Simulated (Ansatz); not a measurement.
## S: energy less free atoms and pressure against volume per atom

Periodic Kohn-Sham DFT of a crystal at fixed atoms; pressure and stress are positive in compression; the energy is the free energy less that of spherical unpolarised free atoms; site moments are those in the method's own spheres, positive along +z. The results are calculated, by Ansatz 0.2.0.

Cell of the first row (space group Fd-3m, No. 227):
```
cell vectors (Å)
   0.0000     2.8570     2.8570
   2.8570     0.0000     2.8570
   2.8570     2.8570     0.0000
atoms (fractions of the cell vectors)
S   0.00000  0.00000  0.00000
S   0.25000  0.25000  0.25000
```

Settings of every row: method all-electron LAPW; functional PBE; relativity scalar; k mesh 12x12x12; filling fermi-dirac; smearing width 0.05 eV; basis error target 1 meV/atom; nucleus gaussian.

Atom start moment: 0 on all atoms.

Limits: the cell comes from a prototype or a list of computed structures and needn't be the stable phase.

| row | volume per atom (Å³) | energy less free atoms (eV/atom) | pressure (GPa) |
| --- | --- | --- | --- |
| 1 | 23.319 | -3.1024 | 1.932 |
| 2 | 23.805 | -3.1067 | 0.935 |
| 3 | 24.291 | -3.1082 | 0.021 |
| 4 | 24.777 | ? | ? |
| 5 | 25.262 | -3.1033 | -1.593 |

Question: what energy less free atoms and pressure should row 4 give?

Worked fit of energy less free atoms. Take u = (V_r/V)^(2/3) − 1 with V_r = 24.048 Å³ an atom, which is twice the finite (Eulerian) strain; such expansions in the strain, on which the Birch-Murnaghan equation of state is built, carry the rest volume and the bulk modulus. The shown rows have u = 0.02073, 0.00679, -0.00668, -0.0323. Least squares give energy less free atoms = −3.1078 + 0.1048 × u + 7.555 × u² eV/atom; a straight line predicts inner rows, each left out in turn, worse (root mean square 0.0033 against 8.8e-05 eV/atom). All shown rows lie on it to the printed digit. Its lowest point lies at u = -0.0069, or V = 24.3 Å³ an atom, and the curvature there gives the bulk modulus at fixed shape and fractions, B = (4/9)(1 + u)² E″(u)/V = 43.7 GPa. The withheld row has u = -0.01971, so the fit gives −3.1078 + 0.1048 × (-0.01971) + 7.555 × (-0.01971)² = -3.1069 eV/atom.

The calculation gave -3.1069 eV/atom. The fit meets it to the printed digit.

Worked fit of pressure. Take u = (V_r/V)^(2/3) − 1 with V_r = 24.048 Å³ an atom, which is twice the finite (Eulerian) strain; such expansions in the strain, on which the Birch-Murnaghan equation of state is built, carry the rest volume and the bulk modulus. The shown rows have u = 0.02073, 0.00679, -0.00668, -0.0323. Least squares give pressure = 0.4686 + 67.94 × u + 127.47 × u² GPa; a straight line predicts inner rows, each left out in turn, worse (root mean square 0.056 against 0.0015 GPa). The rows lie off it by 0.000, -0.001, 0.001, 0.000. The pressure vanishes at u = -0.0070, or V = 24.3 Å³ an atom, and there the bulk modulus at fixed shape and fractions is B = −V dP/dV = (2/3)(1 + u) dP/du = 43.8 GPa. The withheld row has u = -0.01971, so the fit gives 0.4686 + 67.94 × (-0.01971) + 127.47 × (-0.01971)² = -0.821 GPa.

The calculation gave -0.821 GPa. The fit meets it to the printed digit.
